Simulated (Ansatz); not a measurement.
## Rb in Ansatz: the effect of target pressure

The system is Rb.

```
Rb
1.0
    -2.80250    2.80250    2.80250
     2.80250   -2.80250    2.80250
     2.80250    2.80250   -2.80250
Rb
1
Direct
  0.00000 0.00000 0.00000
```

Alike in all runs:

- Program: Ansatz 0.2.0
- Task: relaxation of cell and atoms
- Functional: PBEsol
- Potentials or basis: Ansatz PAW
- Cutoff: 420 eV (not typed: the program's choice for these potentials)
- k mesh: 7 × 7 × 7
- Occupations: fermi-dirac, width 0.05 eV
- Spin: no spin polarisation

Each run relaxes the cell or the atoms first.

```csv
target pressure,relaxed volume (Å³/atom)
0 GPa,86.05
2 GPa,60.52
5 GPa,?
10 GPa,37.64
20 GPa,25.63
30 GPa,21.13
```

Question: What does the run with target pressure 5 GPa give?

Answer: Relaxed volume 47.83 Å³/atom.

Worked out: A parabola through the other rows of the relaxed volume, of slope -3.86 Å³/atom per GPa there, gives 56.48 Å³/atom, against the run's 47.83. The fit is too stiff a form for this range.

Caveats: the plane-wave basis is chosen anew once the cell has moved, so the energies of steps on either side of that aren't comparable; the PAW data sets come from PBE, with cores solved anew for the run's functional, which leaves a small shift of forces and pressure; the volume moved by over 15 % at a fixed basis, so the end points are rough (some runs).
